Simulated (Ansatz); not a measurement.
## Band table of Rb

```
Rb
1.0
     5.74000    0.00000    0.00000
     0.00000    4.64000    0.00000
     0.00000    0.00000   12.38000
Rb
4
Direct
  0.04700 0.25000 0.89300
  0.45300 0.75000 0.39300
  0.54700 0.25000 0.60700
  0.95300 0.75000 0.10700
```

Atom numbers follow the list: Rb1, Rb2, Rb3, Rb4.

The cell is COD entry 1532890, as deposited and not checked against the literature; nothing was relaxed.

The calculation used DFT, PBE, all-electron LAPW, scalar-relativistic (Ansatz 0.2.0).

Sampling and basis: a Γ-centred 6×7×3 k mesh, Fermi–Dirac smearing of 0.05 eV, basis error target 1 meV/atom, no spin polarisation.

Path points, in fractions of the reciprocal vectors: Γ (0.000, 0.000, 0.000), X (0.500, 0.000, 0.000), S (0.500, 0.500, 0.000), Y (0.000, 0.500, 0.000), Z (0.000, 0.000, 0.500), U (0.500, 0.000, 0.500), R (0.500, 0.500, 0.500), T (0.000, 0.500, 0.500). Levels in eV from the Fermi level; bands 25 to 44, counted from the lowest band of the run. The gap is zero.

```
# k(1/Å) point b25 b26 b27 b28 b29 b30 b31 b32 b33 b34 b35 b36 b37 b38 b39 b40 b41 b42 b43 b44
0.000 Γ -13.79 -13.73 -13.60 -13.59 -13.46 -13.43 -13.33 -13.29 -13.28 -13.25 -13.24 -13.21 -2.12 -0.99 -0.86 0.75 1.32 1.43 1.85 1.97
0.068 - -13.79 -13.73 -13.60 -13.59 -13.46 -13.43 -13.33 -13.29 -13.28 -13.25 -13.24 -13.21 -2.10 -0.97 -0.84 0.76 1.25 1.42 1.81 1.90
0.137 - -13.79 -13.74 -13.60 -13.59 -13.46 -13.43 -13.33 -13.30 -13.27 -13.25 -13.24 -13.21 -2.03 -0.92 -0.79 0.79 1.07 1.41 1.69 1.74
0.205 - -13.79 -13.74 -13.60 -13.59 -13.46 -13.43 -13.33 -13.31 -13.26 -13.25 -13.24 -13.21 -1.92 -0.82 -0.70 0.80 0.86 1.35 1.50 1.59
0.274 - -13.79 -13.74 -13.60 -13.59 -13.46 -13.44 -13.33 -13.31 -13.26 -13.24 -13.24 -13.22 -1.77 -0.69 -0.58 0.51 0.91 1.18 1.28 1.52
0.342 - -13.78 -13.75 -13.59 -13.59 -13.46 -13.44 -13.33 -13.32 -13.25 -13.24 -13.24 -13.22 -1.59 -0.55 -0.43 0.22 0.90 0.96 1.13 1.49
0.410 - -13.78 -13.75 -13.59 -13.59 -13.46 -13.45 -13.33 -13.33 -13.24 -13.24 -13.24 -13.22 -1.36 -0.46 -0.25 -0.01 0.69 0.72 1.17 1.45
0.479 - -13.77 -13.76 -13.59 -13.59 -13.46 -13.45 -13.33 -13.33 -13.24 -13.24 -13.24 -13.23 -1.12 -0.59 -0.06 0.01 0.46 0.48 1.25 1.40
0.547 X -13.77 -13.77 -13.59 -13.59 -13.46 -13.46 -13.33 -13.33 -13.24 -13.24 -13.23 -13.23 -0.85 -0.85 0.11 0.11 0.31 0.31 1.33 1.33
0.632 - -13.77 -13.77 -13.60 -13.60 -13.45 -13.45 -13.33 -13.33 -13.24 -13.24 -13.23 -13.23 -0.81 -0.81 0.13 0.13 0.33 0.33 1.36 1.36
0.717 - -13.77 -13.77 -13.63 -13.63 -13.45 -13.45 -13.33 -13.33 -13.25 -13.25 -13.22 -13.22 -0.70 -0.70 0.21 0.21 0.38 0.38 1.44 1.44
0.801 - -13.77 -13.77 -13.66 -13.66 -13.44 -13.44 -13.33 -13.33 -13.25 -13.25 -13.21 -13.21 -0.53 -0.53 0.34 0.34 0.45 0.45 1.58 1.58
0.886 - -13.78 -13.78 -13.70 -13.70 -13.43 -13.43 -13.34 -13.34 -13.25 -13.25 -13.20 -13.20 -0.31 -0.31 0.50 0.50 0.56 0.56 1.74 1.74
0.970 - -13.79 -13.79 -13.74 -13.74 -13.42 -13.42 -13.35 -13.35 -13.25 -13.25 -13.20 -13.20 -0.06 -0.06 0.63 0.63 0.74 0.74 1.83 1.83
1.055 - -13.79 -13.79 -13.77 -13.77 -13.41 -13.41 -13.36 -13.36 -13.24 -13.24 -13.20 -13.20 0.20 0.20 0.72 0.72 0.96 0.96 1.66 1.66
1.140 - -13.80 -13.80 -13.78 -13.78 -13.39 -13.39 -13.37 -13.37 -13.23 -13.23 -13.21 -13.21 0.44 0.44 0.74 0.74 1.16 1.16 1.44 1.44
1.224 S -13.80 -13.80 -13.80 -13.80 -13.38 -13.38 -13.38 -13.38 -13.22 -13.22 -13.22 -13.22 0.65 0.65 0.65 0.65 1.30 1.30 1.30 1.30
1.293 - -13.80 -13.80 -13.79 -13.79 -13.38 -13.38 -13.38 -13.38 -13.23 -13.23 -13.22 -13.22 0.54 0.54 0.73 0.73 1.15 1.15 1.45 1.45
1.361 - -13.80 -13.80 -13.79 -13.79 -13.38 -13.38 -13.37 -13.37 -13.23 -13.23 -13.21 -13.21 0.41 0.41 0.80 0.80 1.02 1.02 1.59 1.59
1.430 - -13.81 -13.81 -13.79 -13.79 -13.38 -13.38 -13.37 -13.37 -13.23 -13.23 -13.21 -13.21 0.28 0.28 0.84 0.84 0.90 0.90 1.71 1.71
1.498 - -13.81 -13.81 -13.78 -13.78 -13.38 -13.38 -13.36 -13.36 -13.24 -13.24 -13.21 -13.21 0.15 0.15 0.81 0.81 0.85 0.85 1.80 1.80
1.566 - -13.81 -13.81 -13.78 -13.78 -13.38 -13.38 -13.36 -13.36 -13.24 -13.24 -13.21 -13.21 0.03 0.03 0.74 0.74 0.85 0.85 1.87 1.87
1.635 - -13.81 -13.81 -13.78 -13.78 -13.38 -13.38 -13.35 -13.35 -13.24 -13.24 -13.21 -13.21 -0.06 -0.06 0.69 0.69 0.83 0.83 1.92 1.92
1.703 - -13.81 -13.81 -13.78 -13.78 -13.38 -13.38 -13.35 -13.35 -13.25 -13.25 -13.20 -13.20 -0.11 -0.11 0.66 0.66 0.82 0.82 1.96 1.96
1.772 Y -13.81 -13.81 -13.78 -13.78 -13.38 -13.38 -13.35 -13.35 -13.25 -13.25 -13.20 -13.20 -0.13 -0.13 0.65 0.65 0.81 0.81 1.97 1.97
1.856 - -13.82 -13.80 -13.78 -13.77 -13.40 -13.37 -13.36 -13.34 -13.26 -13.24 -13.22 -13.19 -0.53 0.22 0.40 0.45 1.00 1.18 1.90 2.02
1.941 - -13.81 -13.78 -13.77 -13.75 -13.41 -13.38 -13.36 -13.32 -13.26 -13.23 -13.23 -13.18 -0.91 0.03 0.11 0.72 1.36 1.52 1.79 2.06
2.026 - -13.81 -13.76 -13.75 -13.72 -13.42 -13.39 -13.35 -13.31 -13.27 -13.24 -13.23 -13.18 -1.26 -0.22 -0.20 1.07 1.56 1.72 1.83 2.00
2.110 - -13.80 -13.75 -13.72 -13.69 -13.44 -13.40 -13.34 -13.31 -13.27 -13.24 -13.24 -13.18 -1.55 -0.47 -0.44 1.31 1.32 1.82 1.96 2.00
2.195 - -13.80 -13.74 -13.68 -13.65 -13.45 -13.41 -13.34 -13.30 -13.26 -13.25 -13.24 -13.19 -1.79 -0.69 -0.62 1.09 1.42 1.62 1.96 2.10
2.280 - -13.80 -13.74 -13.64 -13.62 -13.46 -13.42 -13.33 -13.29 -13.26 -13.25 -13.24 -13.20 -1.97 -0.86 -0.75 0.91 1.44 1.46 1.91 2.05
2.364 - -13.79 -13.73 -13.61 -13.60 -13.46 -13.43 -13.33 -13.29 -13.27 -13.25 -13.24 -13.21 -2.08 -0.96 -0.83 0.79 1.36 1.43 1.87 1.99
2.449 Γ -13.79 -13.73 -13.60 -13.59 -13.46 -13.43 -13.33 -13.29 -13.28 -13.25 -13.24 -13.21 -2.12 -0.99 -0.86 0.75 1.32 1.43 1.85 1.97
2.480 - -13.79 -13.73 -13.60 -13.59 -13.46 -13.43 -13.33 -13.29 -13.28 -13.25 -13.24 -13.21 -2.11 -1.07 -0.77 0.73 1.33 1.43 1.83 1.99
2.512 - -13.79 -13.74 -13.60 -13.59 -13.46 -13.43 -13.33 -13.29 -13.28 -13.25 -13.24 -13.21 -2.10 -1.19 -0.64 0.70 1.34 1.44 1.78 2.04
2.544 - -13.79 -13.74 -13.60 -13.59 -13.46 -13.43 -13.33 -13.29 -13.27 -13.25 -13.24 -13.22 -2.07 -1.31 -0.51 0.65 1.36 1.47 1.73 2.07
2.576 - -13.79 -13.74 -13.60 -13.59 -13.46 -13.43 -13.32 -13.30 -13.27 -13.24 -13.24 -13.22 -2.04 -1.42 -0.37 0.57 1.39 1.50 1.69 2.06
2.607 - -13.78 -13.75 -13.60 -13.59 -13.46 -13.44 -13.32 -13.30 -13.26 -13.24 -13.24 -13.22 -1.99 -1.53 -0.23 0.49 1.42 1.55 1.65 2.01
2.639 - -13.78 -13.75 -13.59 -13.59 -13.45 -13.44 -13.32 -13.30 -13.26 -13.24 -13.24 -13.23 -1.94 -1.63 -0.10 0.39 1.45 1.60 1.61 1.93
2.671 - -13.77 -13.76 -13.59 -13.59 -13.45 -13.44 -13.31 -13.31 -13.25 -13.24 -13.24 -13.24 -1.87 -1.72 0.03 0.28 1.48 1.56 1.68 1.84
2.703 Z -13.77 -13.77 -13.59 -13.59 -13.45 -13.45 -13.31 -13.31 -13.24 -13.24 -13.24 -13.24 -1.80 -1.80 0.16 0.16 1.52 1.52 1.76 1.76
2.771 - -13.77 -13.77 -13.59 -13.59 -13.45 -13.45 -13.31 -13.31 -13.24 -13.24 -13.24 -13.24 -1.78 -1.78 0.18 0.18 1.46 1.46 1.74 1.74
2.839 - -13.77 -13.77 -13.59 -13.59 -13.45 -13.45 -13.31 -13.31 -13.24 -13.24 -13.24 -13.24 -1.72 -1.72 0.22 0.22 1.28 1.28 1.72 1.72
2.908 - -13.77 -13.77 -13.59 -13.59 -13.45 -13.45 -13.31 -13.31 -13.24 -13.24 -13.24 -13.24 -1.61 -1.61 0.30 0.30 1.03 1.03 1.70 1.70
2.976 - -13.77 -13.77 -13.59 -13.59 -13.46 -13.46 -13.31 -13.31 -13.24 -13.24 -13.24 -13.24 -1.47 -1.47 0.39 0.39 0.75 0.75 1.67 1.67
3.045 - -13.77 -13.77 -13.59 -13.59 -13.46 -13.46 -13.31 -13.31 -13.24 -13.24 -13.24 -13.24 -1.30 -1.30 0.41 0.41 0.54 0.54 1.63 1.63
3.113 - -13.77 -13.77 -13.59 -13.59 -13.46 -13.46 -13.31 -13.31 -13.24 -13.24 -13.24 -13.24 -1.10 -1.10 0.13 0.13 0.64 0.64 1.57 1.57
3.181 - -13.77 -13.77 -13.59 -13.59 -13.46 -13.46 -13.32 -13.32 -13.24 -13.24 -13.24 -13.24 -0.89 -0.89 -0.13 -0.13 0.73 0.73 1.50 1.50
3.250 U -13.77 -13.77 -13.59 -13.59 -13.47 -13.47 -13.32 -13.32 -13.24 -13.24 -13.24 -13.24 -0.78 -0.78 -0.26 -0.26 0.77 0.77 1.47 1.47
3.334 - -13.77 -13.77 -13.60 -13.60 -13.46 -13.46 -13.32 -13.32 -13.24 -13.24 -13.24 -13.24 -0.74 -0.74 -0.24 -0.24 0.81 0.81 1.48 1.48
3.419 - -13.77 -13.77 -13.63 -13.63 -13.46 -13.46 -13.32 -13.32 -13.25 -13.25 -13.22 -13.22 -0.62 -0.62 -0.19 -0.19 0.91 0.91 1.51 1.51
3.504 - -13.77 -13.77 -13.66 -13.66 -13.45 -13.45 -13.33 -13.33 -13.25 -13.25 -13.21 -13.21 -0.43 -0.43 -0.11 -0.11 1.08 1.08 1.55 1.55
3.588 - -13.78 -13.78 -13.70 -13.70 -13.44 -13.44 -13.33 -13.33 -13.25 -13.25 -13.20 -13.20 -0.18 -0.18 0.00 0.00 1.30 1.30 1.54 1.54
3.673 - -13.79 -13.79 -13.74 -13.74 -13.42 -13.42 -13.34 -13.34 -13.25 -13.25 -13.20 -13.20 0.12 0.12 0.14 0.14 1.45 1.45 1.54 1.54
3.758 - -13.79 -13.79 -13.77 -13.77 -13.41 -13.41 -13.35 -13.35 -13.24 -13.24 -13.20 -13.20 0.30 0.30 0.43 0.43 1.28 1.28 1.66 1.66
3.842 - -13.80 -13.80 -13.78 -13.78 -13.39 -13.39 -13.37 -13.37 -13.23 -13.23 -13.21 -13.21 0.48 0.48 0.68 0.68 1.15 1.15 1.51 1.51
3.927 R -13.80 -13.80 -13.80 -13.80 -13.38 -13.38 -13.38 -13.38 -13.22 -13.22 -13.22 -13.22 0.65 0.65 0.65 0.65 1.27 1.27 1.27 1.27
3.995 - -13.80 -13.80 -13.79 -13.79 -13.38 -13.38 -13.38 -13.38 -13.22 -13.22 -13.22 -13.22 0.57 0.57 0.69 0.69 1.13 1.13 1.47 1.47
4.064 - -13.80 -13.80 -13.79 -13.79 -13.38 -13.38 -13.37 -13.37 -13.23 -13.23 -13.22 -13.22 0.49 0.49 0.61 0.61 1.13 1.13 1.65 1.65
4.132 - -13.80 -13.80 -13.79 -13.79 -13.38 -13.38 -13.37 -13.37 -13.23 -13.23 -13.22 -13.22 0.42 0.42 0.45 0.45 1.26 1.26 1.71 1.71
4.201 - -13.80 -13.80 -13.79 -13.79 -13.38 -13.38 -13.36 -13.36 -13.23 -13.23 -13.21 -13.21 0.28 0.28 0.37 0.37 1.43 1.43 1.61 1.61
4.269 - -13.80 -13.80 -13.79 -13.79 -13.38 -13.38 -13.36 -13.36 -13.24 -13.24 -13.21 -13.21 0.15 0.15 0.32 0.32 1.49 1.49 1.62 1.62
4.337 - -13.81 -13.81 -13.79 -13.79 -13.38 -13.38 -13.35 -13.35 -13.24 -13.24 -13.21 -13.21 0.04 0.04 0.29 0.29 1.40 1.40 1.83 1.83
4.406 - -13.81 -13.81 -13.79 -13.79 -13.38 -13.38 -13.35 -13.35 -13.24 -13.24 -13.21 -13.21 -0.02 -0.02 0.27 0.27 1.34 1.34 2.02 2.02
4.474 T -13.81 -13.81 -13.79 -13.79 -13.38 -13.38 -13.35 -13.35 -13.24 -13.24 -13.21 -13.21 -0.04 -0.04 0.26 0.26 1.31 1.31 2.14 2.14
```
